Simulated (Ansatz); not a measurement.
Consider Ta2O5 (Pmmm).

```xyz
7
Lattice="3.6770 0.0000 0.0000 0.0000 3.8970 0.0000 0.0000 0.0000 6.2170" Properties=species:S:1:pos:R:3 pbc="T T T"
Ta    1.8385    0.0000    3.1085
Ta    0.0000    0.0000    0.0000
O     0.0000    0.0000    2.0014
O     0.0000    0.0000    4.2156
O     1.8385    1.9485    3.1085
O     1.8385    0.0000    0.0000
O     0.0000    1.9485    0.0000
```

Geometry: measured cell, ions relaxed with LDA. The runs that relaxed it are not among those shown. Spin-orbit coupling is left out unless a run names it. PAW set soft_2, made with PBE.

Gaps computed with Ansatz 0.2.0 without a self-energy: LDA 0.22 eV, HSE06 1.48 eV and PBE0 2.22 eV. The mean ε∞ by LDA perturbation theory is 7.11.

What gap should G0W0 on LDA give (4×4×4 mesh, 705 empty bands, screening to 230 eV, default PAW files)?

About 1.42 eV: on its mesh the run moves the gap from 0.20 eV by +1.22 eV. Among the scalar-relativistic levels given, HSE06 is nearest (+0.06 eV). One-shot corrections scale roughly with one over ε∞, here 0.14. Bands and cutoff are finite, so the gap is not at the basis limit. The miss can reach some tenths of an eV and take either sign; the mesh is an error of its own. The 4×4×4 mesh is coarse for this cell (its supercell is 15 Å along the shortest edge). The RPA ε∞ on it, from the LDA start, is 5.85, 7.15 and 10.96; such meshes misread the long-range screening, most where the gap is narrow. The many-body steps are scalar-relativistic: spin-orbit coupling is not in them.

[Paths, hosts, dates, memory and timing lines, banners, echoed tables and standing remarks are left out of the program output.]

[Logs are printed without paths, hosts, clocks, repeated set-up lines and the standing remarks that a program may print on its own settings, such as how far it seeks lower states.]

[Runs of the session that timed out or met a known fault of the program may be left out.]

[Cells called generated may have been cut or substituted from an entry of the Crystallography Open Database or the Materials Project.]

[Hosts, paths, dates, database ids (printed as entryN), source tags and the programs' standing remarks are cut or masked in the printed files.]
